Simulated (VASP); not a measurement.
# SiC (Moissanite 3C) (F-43m) in VASP: further runs, part 2 of 2

VASP 6.6.1. The steps go on from the part before.

## Step 5: Single point, r2SCAN

INCAR reads:

```
PREC     = Normal         # precision mode
ENCUT    = 520            # plane-wave cutoff, eV
EDIFF    = 1E-7           # SCF threshold, eV
ISMEAR   = 0              # smearing method
SIGMA    = 0.05           # smearing width, eV
LREAL    = F              # projectors in reciprocal space
LASPH    = T              # aspherical terms in the spheres
NELM     = 100            # most SCF steps
ALGO     = Normal         # electronic algorithm
ISIF     = 2              # what is computed and relaxed
LWAVE    = F              # write WAVECAR
LCHARG   = F              # write CHGCAR
METAGGA  = R2SCAN         # meta-GGA
LMIXTAU  = T            
ADDGRID  = F
```

KPOINTS reads:

```
regular mesh
0
Gamma
  11 11 11
```

POSCAR reads:

```
SiC
1.0
    0.0000000000      2.1790000000      2.1790000000
    2.1790000000      0.0000000000      2.1790000000
    2.1790000000      2.1790000000      0.0000000000
Si C
1 1
Direct
    0.0000000000      0.0000000000      0.0000000000
    0.7500000000      0.7500000000      0.7500000000
```

Potentials or basis: VASP PAW PBE potentials, release 64 (Si, C).

Launch:

```console
cat potpaw_PBE.64/Si/POTCAR potpaw_PBE.64/C/POTCAR > POTCAR
mpirun -np 1 vasp_std > vasp.out
```

OUTCAR:

```text
PREC = Normal
   ENCUT = 520
   EDIFF = 1E-7
   ISMEAR = 0
   LREAL = F
   LASPH = T
   NELM = 100
   ISIF = 2
   METAGGA = R2SCAN

 Found     56 irreducible k-points:

 Following reciprocal coordinates:
            Coordinates               Weight
  0.000000  0.000000  0.000000      1.000000
  0.090909  0.000000  0.000000      8.000000
  0.181818  0.000000  0.000000      8.000000
  0.272727  0.000000  0.000000      8.000000
  0.363636  0.000000  0.000000      8.000000
  0.454545  0.000000  0.000000      8.000000
   k-points           NKPTS =     56   k-points in BZ     NKDIM =     56   number of bands    NBANDS=      8
   number of dos      NEDOS =    301   number of ions     NIONS =      2
   total plane-waves  NPLWV =   5832
   dimension x,y,z NGX =    18 NGY =   18 NGZ =   18
   dimension x,y,z NGXF=    36 NGYF=   36 NGZF=   36
   ions per type =               1   1
   NGX,Y,Z   is equivalent  to a cutoff of   9.71,  9.71,  9.71 a.u.
   NGXF,Y,Z  is equivalent  to a cutoff of  19.42, 19.42, 19.42 a.u.
 SYSTEM =  unknown system
   PREC   = normal    normal or accurate (medium, high low for compatibility)
   ISTART =      0    job   : 0-new  1-cont  2-samecut
   ICHARG =      2    charge: 1-file 2-atom 10-const
   ISPIN  =      1    spin polarized calculation?
   LNONCOLLINEAR =      F non collinear calculations
   LSORBIT =      F    spin-orbit coupling
   LASPH  =      T    aspherical Exc in radial PAW
   ENCUT  =  520.0 eV  38.22 Ry    6.18 a.u.   5.73  5.73  5.73*2*pi/ulx,y,z
   NELM   =    100;   NELMIN=  2; NELMDL= -5     # of ELM steps
   EDIFF  = 0.1E-06   stopping-criterion for ELM
   LREAL  =      F    real-space projection
   EDIFFG = 0.1E-05   stopping-criterion for IOM
   NSW    =      0    number of steps for IOM
   IBRION =     -1    ionic relax: 0-MD 1-quasi-New 2-CG
   NFREE  =      0    steps in history (QN), initial steepest desc. (CG)
   ISIF   =      2    stress and relaxation
   ISYM   =      2    0-nonsym 1-usesym 2-fastsym
   POTIM  = 0.5000    time-step for ionic-motion
   TEBEG  =    0.0;   TEEND  =   0.0 temperature during run
   PSTRESS=    0.0 pullay stress
   NELECT =       8.0000    total number of electrons
   NUPDOWN=      -1.0000    fix difference up-down
   EMIN   =  10.00;   EMAX   =-10.00  energy-range for DOS
   EFERMI =   0.00;   METHOD = LEGACY
   ISMEAR =     0;   SIGMA  =   0.05  broadening in eV -4-tet -1-fermi 0-gaus
   EFERMI_NEDOS =   21; number of points for ismear=-14 and -15
   IALGO  =     38    algorithm
   IMIX   =      4    mixing-type and parameters
     AMIX     =   0.40;   BMIX     =  1.00
     AMIX_MAG =   1.60;   BMIX_MAG =  1.00
  volume/ion in A,a.u.               =      10.35        69.82
  Fermi-wavevector in a.u.,A,eV,Ry     =   1.192626  2.253736 19.352338  1.422357
  Thomas-Fermi vector in A             =   2.328660
   LORBIT       =      0    0 simple, 1 ext, 2 COOP (PROOUT), +10 PAW based schemes
   METAGGA = R2SCAN    functional components
   LHFCALC =     F    Hartree Fock is set to
   AEXX    =    0.0000 exact exchange contribution
   IVDW    =     0    specifies the selected vdW correction
   LEPSILON=     F    determine dielectric tensor
   LRPA    =     F    only Hartree local field effects (RPA)
 non-spin polarized calculation
 Gauss-broadening in eV      SIGMA  =   0.05
  energy-cutoff  :      520.00
  volume of cell :       20.69
 maximum number of plane-waves:       568
   NGX = 11   NGY = 11   NGZ = 11

 number of electron       7.9999999 magnetization

 Free energy of the ion-electron system (eV)
  ---------------------------------------------------
  ext. energy  EPLUGINS =         0.00000000
  ---------------------------------------------------
  free energy    TOTEN  =       -19.32697455 eV

  energy without entropy =      -19.32697455  energy(sigma->0) =      -19.32697455

 E-fermi :   8.1878     XC(G=0): -11.9344

 val. band max:        7.9822391168   @ k =   0.0000   0.0000   0.0000
 cond. band min:       9.8093525783   @ k =   0.4545   0.4545   0.0000
 fundamental gap:      1.8271134615
 Fermi energy:         8.1877537289

 k-point     1 :       0.0000    0.0000    0.0000
  band No.  band energies     occupation
      1      -8.1973      2.00000
      2       7.9822      2.00000
      3       7.9822      2.00000
      4       7.9822      2.00000
      5      14.8162      0.00000
      6      15.8310      0.00000
      7      15.8310      0.00000
      8      15.8310      0.00000
[... 45 lines left out ...]
 k-point     6 :       0.4545    0.0000    0.0000
  band No.  band energies     occupation
      1      -4.7523      2.00000
      2      -0.5883      2.00000
      3       6.8924      2.00000
      4       6.8924      2.00000
      5      13.9935      0.00000
      6      15.7714      0.00000
      7      15.7714      0.00000
      8      18.9372      0.00000

 [... further k-points ...]

------------------------ aborting loop because EDIFF is reached ----------------------------------------

  FORCE on cell =-STRESS in cart. coord.  units (eV):
  Direction    XX          YY          ZZ          XY          YZ          ZX
  --------------------------------------------------------------------------------------
  -------------------------------------------------------------------------------------
  Total       -0.0573608     -0.0573608     -0.0573608      0.0000000     -0.0000000      0.0000000
  in kB       -4.4414462     -4.4414462     -4.4414462      0.0000000     -0.0000000      0.0000000
  external PRESSURE =      -4.4414462 kB  Pullay stress =       0.0000000 kB

 VOLUME and BASIS-vectors are now :
 -----------------------------------------------------------------------------
  energy-cutoff  :      520.00
  volume of cell :       20.69
      direct lattice vectors                 reciprocal lattice vectors
     0.000000000  2.179000000  2.179000000    -0.229463056  0.229463056  0.229463056
     2.179000000  0.000000000  2.179000000     0.229463056 -0.229463056  0.229463056
     2.179000000  2.179000000  0.000000000     0.229463056  0.229463056 -0.229463056

 POSITION                                       TOTAL-FORCE (eV/Angst)
 -----------------------------------------------------------------------------------
      0.00000      0.00000      0.00000         0.000000      0.000000      0.000000
      3.26850      3.26850      3.26850        -0.000000     -0.000000     -0.000000
 -----------------------------------------------------------------------------------
    total drift:                               -0.000006     -0.000006     -0.000007

  FREE ENERGIE OF THE ION-ELECTRON SYSTEM (eV)
  ---------------------------------------------------
  free  energy   TOTEN  =       -19.3269745510 eV

  energy  without entropy=      -19.3269745510  energy(sigma->0) =      -19.32697455
```

OSZICAR:

```text
N       E                     dE             d eps       ncg     rms          rms(c)
DAV:   1     0.281346761548E-02    0.28135E-02   -0.43846E+03   936   0.878E+02
DAV:   2    -0.219385380559E+02   -0.21941E+02   -0.20521E+02  1272   0.112E+02
DAV:   3    -0.223235509218E+02   -0.38501E+00   -0.38501E+00  1016   0.182E+01
[... 14 lines left out ...]
DAV:  18    -0.193269741167E+02    0.50260E-05   -0.68763E-08   504   0.343E-03    0.769E-04
DAV:  19    -0.193269749543E+02   -0.83766E-06   -0.10551E-08   456   0.114E-03    0.402E-04
DAV:  20    -0.193269743117E+02    0.64265E-06   -0.36511E-09   472   0.623E-04    0.208E-04
DAV:  21    -0.193269746200E+02   -0.30837E-06   -0.17064E-09   456   0.522E-04    0.401E-05
DAV:  22    -0.193269745510E+02    0.69092E-07   -0.34676E-10   472   0.188E-04
   1 F= -.19326975E+02 E0= -.19326975E+02  d E =-.292474E-11
```

stdout:

```text
POSCAR found type information on POSCAR SiC
 POSCAR found :  2 types and       2 ions
 scaLAPACK will be used
 -----------------------------------------------------------------------------
|                                                                             |
|                                                                             |
|     You enforced a specific xc type in the INCAR file but a different       |
|     I HOPE YOU KNOW WHAT YOU ARE DOING!                                     |
|                                                                             |
 -----------------------------------------------------------------------------

 LDA part: xc-table for (None), standard interpolation
 POSCAR, INCAR and KPOINTS ok, starting setup
 FFT: planning ... GRIDC
 FFT: planning ... GRID_SOFT
 FFT: planning ... GRID
 WAVECAR not read
 entering main loop
```

Run time: 17 s. Hardware: 1 thread of Intel Xeon 6975P-C (Granite Rapids), shared host; peak memory 0.12 GiB.

These settings aren't checked as converged: the numbers below hold their error.

What came out:

* Free energy: -19.3270 eV
* Pressure: -0.4 GPa
* Band gap on the k mesh: 1.83 eV, indirect (least direct gap 5.11 eV)

Caveat: the PAW data sets were made with another functional, which shifts forces and pressure a little; an odd mesh through Γ misses points on the zone boundary, where band edges often lie.

## Step 6: Single point, r2SCAN

INCAR: that of step 5 with these lines changed.

```diff
@@ -1,2 +1,2 @@
-PREC     = Normal         # precision mode
+PREC     = Accurate       # precision mode
 ENCUT    = 520            # plane-wave cutoff, eV
@@ -5,3 +5,3 @@
 SIGMA    = 0.05           # smearing width, eV
-LREAL    = F              # projectors in reciprocal space
+LREAL    = Auto         
 LASPH    = T              # aspherical terms in the spheres
```

KPOINTS is that of step 5.

POSCAR is that of step 5.

Potentials or basis: VASP PAW PBE potentials, release 64 (Si, C).

Launch:

```console
cat potpaw_PBE.64/Si/POTCAR potpaw_PBE.64/C/POTCAR > POTCAR
mpirun -np 1 vasp_std > vasp.out
```

OUTCAR:

```text
PREC = Accurate
   ENCUT = 520
   EDIFF = 1E-7
   ISMEAR = 0
   LREAL = Auto
   LASPH = T
   NELM = 100
   ISIF = 2
   METAGGA = R2SCAN

 Found     56 irreducible k-points:

 Following reciprocal coordinates:
            Coordinates               Weight
  0.000000  0.000000  0.000000      1.000000
  0.090909  0.000000  0.000000      8.000000
  0.181818  0.000000  0.000000      8.000000
  0.272727  0.000000  0.000000      8.000000
  0.363636  0.000000  0.000000      8.000000
  0.454545  0.000000  0.000000      8.000000
   k-points           NKPTS =     56   k-points in BZ     NKDIM =     56   number of bands    NBANDS=      8
   number of dos      NEDOS =    301   number of ions     NIONS =      2
   total plane-waves  NPLWV =  13824
   dimension x,y,z NGX =    24 NGY =   24 NGZ =   24
   dimension x,y,z NGXF=    48 NGYF=   48 NGZF=   48
   ions per type =               1   1
   NGX,Y,Z   is equivalent  to a cutoff of  12.95, 12.95, 12.95 a.u.
   NGXF,Y,Z  is equivalent  to a cutoff of  25.90, 25.90, 25.90 a.u.
 SYSTEM =  unknown system
   PREC   = accura    normal or accurate (medium, high low for compatibility)
   ISTART =      0    job   : 0-new  1-cont  2-samecut
   ICHARG =      2    charge: 1-file 2-atom 10-const
   ISPIN  =      1    spin polarized calculation?
   LNONCOLLINEAR =      F non collinear calculations
   LSORBIT =      F    spin-orbit coupling
   LASPH  =      T    aspherical Exc in radial PAW
   ENCUT  =  520.0 eV  38.22 Ry    6.18 a.u.   5.73  5.73  5.73*2*pi/ulx,y,z
   NELM   =    100;   NELMIN=  2; NELMDL= -5     # of ELM steps
   EDIFF  = 0.1E-06   stopping-criterion for ELM
   LREAL  =      T    real-space projection
   EDIFFG = 0.1E-05   stopping-criterion for IOM
   NSW    =      0    number of steps for IOM
   IBRION =     -1    ionic relax: 0-MD 1-quasi-New 2-CG
   NFREE  =      0    steps in history (QN), initial steepest desc. (CG)
   ISIF   =      2    stress and relaxation
   ISYM   =      2    0-nonsym 1-usesym 2-fastsym
   POTIM  = 0.5000    time-step for ionic-motion
   TEBEG  =    0.0;   TEEND  =   0.0 temperature during run
   PSTRESS=    0.0 pullay stress
   NELECT =       8.0000    total number of electrons
   NUPDOWN=      -1.0000    fix difference up-down
   EMIN   =  10.00;   EMAX   =-10.00  energy-range for DOS
   EFERMI =   0.00;   METHOD = LEGACY
   ISMEAR =     0;   SIGMA  =   0.05  broadening in eV -4-tet -1-fermi 0-gaus
   EFERMI_NEDOS =   21; number of points for ismear=-14 and -15
   IALGO  =     38    algorithm
   IMIX   =      4    mixing-type and parameters
     AMIX     =   0.40;   BMIX     =  1.00
     AMIX_MAG =   1.60;   BMIX_MAG =  1.00
  volume/ion in A,a.u.               =      10.35        69.82
  Fermi-wavevector in a.u.,A,eV,Ry     =   1.192626  2.253736 19.352338  1.422357
  Thomas-Fermi vector in A             =   2.328660
   LORBIT       =      0    0 simple, 1 ext, 2 COOP (PROOUT), +10 PAW based schemes
   METAGGA = R2SCAN    functional components
   LHFCALC =     F    Hartree Fock is set to
   AEXX    =    0.0000 exact exchange contribution
   IVDW    =     0    specifies the selected vdW correction
   LEPSILON=     F    determine dielectric tensor
   LRPA    =     F    only Hartree local field effects (RPA)
 non-spin polarized calculation
 Gauss-broadening in eV      SIGMA  =   0.05
  energy-cutoff  :      520.00
  volume of cell :       20.69
 maximum number of plane-waves:       568
   NGX = 11   NGY = 11   NGZ = 11

 number of electron       8.0000001 magnetization

 Free energy of the ion-electron system (eV)
  ---------------------------------------------------
  ext. energy  EPLUGINS =         0.00000000
  ---------------------------------------------------
  free energy    TOTEN  =       -19.32739174 eV

  energy without entropy =      -19.32739174  energy(sigma->0) =      -19.32739174

 E-fermi :   8.1876     XC(G=0): -11.9344

 val. band max:        7.9822591250   @ k =   0.0000   0.0000   0.0000
 cond. band min:       9.8092490992   @ k =   0.4545   0.4545   0.0000
 fundamental gap:      1.8269899742
 Fermi energy:         8.1876460558

 k-point     1 :       0.0000    0.0000    0.0000
  band No.  band energies     occupation
      1      -8.1975      2.00000
      2       7.9823      2.00000
      3       7.9823      2.00000
      4       7.9823      2.00000
      5      14.8157      0.00000
      6      15.8311      0.00000
      7      15.8311      0.00000
      8      15.8311      0.00000
[... 45 lines left out ...]
 k-point     6 :       0.4545    0.0000    0.0000
  band No.  band energies     occupation
      1      -4.7524      2.00000
      2      -0.5883      2.00000
      3       6.8924      2.00000
      4       6.8924      2.00000
      5      13.9933      0.00000
      6      15.7714      0.00000
      7      15.7714      0.00000
      8      18.9371      0.00000

 [... further k-points ...]

------------------------ aborting loop because EDIFF is reached ----------------------------------------

  FORCE on cell =-STRESS in cart. coord.  units (eV):
  Direction    XX          YY          ZZ          XY          YZ          ZX
  --------------------------------------------------------------------------------------
  -------------------------------------------------------------------------------------
  Total       -0.0736803     -0.0736803     -0.0736803     -0.0000000     -0.0000000      0.0000000
  in kB       -5.7050581     -5.7050581     -5.7050581     -0.0000000     -0.0000000      0.0000000
  external PRESSURE =      -5.7050581 kB  Pullay stress =       0.0000000 kB

 VOLUME and BASIS-vectors are now :
 -----------------------------------------------------------------------------
  energy-cutoff  :      520.00
  volume of cell :       20.69
      direct lattice vectors                 reciprocal lattice vectors
     0.000000000  2.179000000  2.179000000    -0.229463056  0.229463056  0.229463056
     2.179000000  0.000000000  2.179000000     0.229463056 -0.229463056  0.229463056
     2.179000000  2.179000000  0.000000000     0.229463056  0.229463056 -0.229463056

 POSITION                                       TOTAL-FORCE (eV/Angst)
 -----------------------------------------------------------------------------------
      0.00000      0.00000      0.00000        -0.000000     -0.000000     -0.000000
      3.26850      3.26850      3.26850         0.000000      0.000000      0.000000
 -----------------------------------------------------------------------------------
    total drift:                                0.000001      0.000001      0.000001

  FREE ENERGIE OF THE ION-ELECTRON SYSTEM (eV)
  ---------------------------------------------------
  free  energy   TOTEN  =       -19.3273917352 eV

  energy  without entropy=      -19.3273917352  energy(sigma->0) =      -19.32739174
```

OSZICAR:

```text
N       E                     dE             d eps       ncg     rms          rms(c)
DAV:   1     0.231785399481E-02    0.23179E-02   -0.43845E+03   936   0.878E+02
DAV:   2    -0.219389950937E+02   -0.21941E+02   -0.20521E+02  1272   0.112E+02
DAV:   3    -0.223240151608E+02   -0.38502E+00   -0.38502E+00  1016   0.182E+01
[... 14 lines left out ...]
DAV:  18    -0.193273913082E+02    0.49748E-05   -0.69892E-08   520   0.345E-03    0.770E-04
DAV:  19    -0.193273921458E+02   -0.83764E-06   -0.10502E-08   456   0.115E-03    0.406E-04
DAV:  20    -0.193273915013E+02    0.64449E-06   -0.37279E-09   472   0.626E-04    0.210E-04
DAV:  21    -0.193273918025E+02   -0.30118E-06   -0.17180E-09   456   0.524E-04    0.410E-05
DAV:  22    -0.193273917352E+02    0.67294E-07   -0.34780E-10   472   0.188E-04
   1 F= -.19327392E+02 E0= -.19327392E+02  d E =-.298699E-11
```

Run time: 22 s. Hardware: 1 thread of Intel Xeon 6975P-C (Granite Rapids), shared host; peak memory 0.14 GiB.

These settings aren't checked as converged: the numbers below hold their error.

What came out:

- Free energy: -19.3274 eV
- Pressure: -0.6 GPa
- Band gap on the k mesh: 1.83 eV, indirect (least direct gap 5.11 eV)

Caveat: the PAW data sets were made with another functional, which shifts forces and pressure a little; an odd mesh through Γ misses points on the zone boundary, where band edges often lie.
